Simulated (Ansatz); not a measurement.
AgCl: the change of pressure with volume per atom

All results are calculated (Ansatz 0.2.0). Periodic Kohn-Sham DFT of a crystal at fixed atoms; pressure and stress are positive in compression; the energy is the free energy less that of spherical unpolarised free atoms; site moments are those in the method's own spheres, positive along +z.

Cell of the first row (space group Pm-3m, No. 221):
```
cell vectors (Å)
   3.3639     0.0000     0.0000
   0.0000     3.3639     0.0000
   0.0000     0.0000     3.3639
atoms (fractions of the cell vectors)
Ag  0.00000  0.00000  0.00000
Cl  0.50000  0.50000  0.50000
```

Settings of every row: method all-electron PAW; functional PBEsol; relativity scalar; k mesh 9x9x9; filling fermi-dirac; smearing width 0.01 eV; nucleus gaussian.

Atom start moment: 0 on all atoms.

Limits: the cell comes from a prototype or a list of computed structures and needn't be the stable phase.

| row | volume per atom (Å³) | pressure (GPa) |
| --- | --- | --- |
| 1 | 19.032 | -1.743 |
| 2 | 19.235 | -2.307 |
| 3 | 19.437 | -2.832 |
| 4 | 19.842 | -3.777 |
| 5 | 20.045 | -4.2 |
| 6 | 20.247 | ? |
| 7 | 20.449 | -4.96 |
| 8 | 20.652 | -5.3 |
| 9 | 21.057 | -5.909 |
| 10 | 21.259 | -6.18 |
| 11 | 21.462 | -6.431 |

Question: what pressure should row 6 give?

Worked fit of pressure. Take u = (V_r/V)^(2/3) − 1 with V_r = 20.247 Å³ an atom, which is twice the finite (Eulerian) strain; such expansions in the strain, on which the Birch-Murnaghan equation of state is built, carry the rest volume and the bulk modulus. The shown rows have u = 0.04212, 0.03477, 0.02759, 0.01356, 0.00671, -0.0066, -0.01312, -0.02581, -0.03199, -0.03811. Least squares give pressure = −4.594 + 56.98 × u + 241.64 × u² + 304 × u³ GPa; a parabola predicts inner rows, each left out in turn, worse (root mean square 0.0042 against 0.00091 GPa). The rows lie off it by 0.000, 0.001, 0.000, -0.001, 0.001, 0.000, 0.001, 0.000, -0.001, 0.000. The withheld row has u = 0, so the fit gives −4.594 + 56.98 × (0) + 241.64 × (0)² + 304 × (0)³ = -4.594 GPa.

The calculation gave -4.594 GPa. The fit meets it to the printed digit.
